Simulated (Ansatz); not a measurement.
# Computed properties of C (R-3m)

All numbers come from the plane-wave code Ansatz. Spin-unpolarised throughout; all numbers are computed.

Structure: a 4-atom cell of C (R-3m) from a materials database, at its r2SCAN+rVV10 minimum. Space group R-3m (No. 166), trigonal; conventional cell a = 2.455 Å, c = 20.743 Å, 9.02 Å³ an atom. Around C lie 3 C at 1.42 Å.

Relaxed lattice by functional, symmetry kept:
```json
{"functional": "PBE-D3(BJ)", "k mesh": "10×10×10", "a (Å)": "2.465", "c (Å)": "20.931", "volume (Å³/atom)": "9.18"}
{"functional": "r2SCAN+rVV10", "k mesh": "10×10×10", "a (Å)": "2.455", "c (Å)": "20.743", "volume (Å³/atom)": "9.02"}
{"functional": "PBE-D4", "k mesh": "10×10×10", "a (Å)": "2.460", "c (Å)": "20.688", "volume (Å³/atom)": "9.03"}
```

Gaps on the r2SCAN+rVV10 cell, each the least over its mesh and the special points:
```csv
level,k mesh,gap (eV),kind,edges,least direct gap (eV)
LDA,12×12×12,0.01,indirect,H₀–L (0.10) → H₂,0.25
PBE,12×12×12,0.01,indirect,H₀–L (0.10) → H₂,0.24
r2SCAN,12×12×12,0.01,indirect,H₀–L (0.10) → H₂,0.25
HSE06,8×8×8,0.02,indirect,H₀–L (0.10) → H₂,0.26
```
All runs use a smearing of 0.02 eV.
Wave cutoffs: 420 eV, 500 eV (r2SCAN).
Points off the special ones are mesh points or PBE's searched band edges, reused at the other levels. Set aside, since their points miss a band edge that the other levels read or their mesh is too coarse: PBE0.

The HSE06 gap is indirect, 0.02 eV (H₀–L (0.10 of the way from H₀) to H₂), below the direct gap of 0.26 eV at Γ–S₀ (0.99 of the way from Γ). (With 0.02 eV of smearing so small a gap leaves both edges partly filled, and it could close between the points sampled.)

All these functionals give a gap of the same kind, indirect.
